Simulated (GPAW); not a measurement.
The system is MgB2.

```
Mg B
1.0
     3.08500    0.00000    0.00000
    -1.54250    2.67169    0.00000
     0.00000    0.00000    3.52300
Mg B
1 2
Cartesian
  0.0000 0.0000 0.0000
  1.5425 0.8906 1.7615
  0.0000 1.7811 1.7615
```

Base run:

- Program: GPAW 26.7.0
- Functional: revPBE
- Potentials or basis: the program's PAW data sets (release 1.2.1) made for this functional
- Cutoff: 800 eV
- Basis: pw
- k mesh: 7 × 7 × 6
- Occupations: fermi-dirac, width 0.05 eV
- Spin: no spin polarisation

Its results: pressure 1.4 GPa.

Task: The run is repeated on the same cell with these changes: functional from revPBE to LDA. What comes out?

Result: Pressure -7.8 GPa.

LDA binds more tightly than revPBE, so the same cell stands under less pressure.
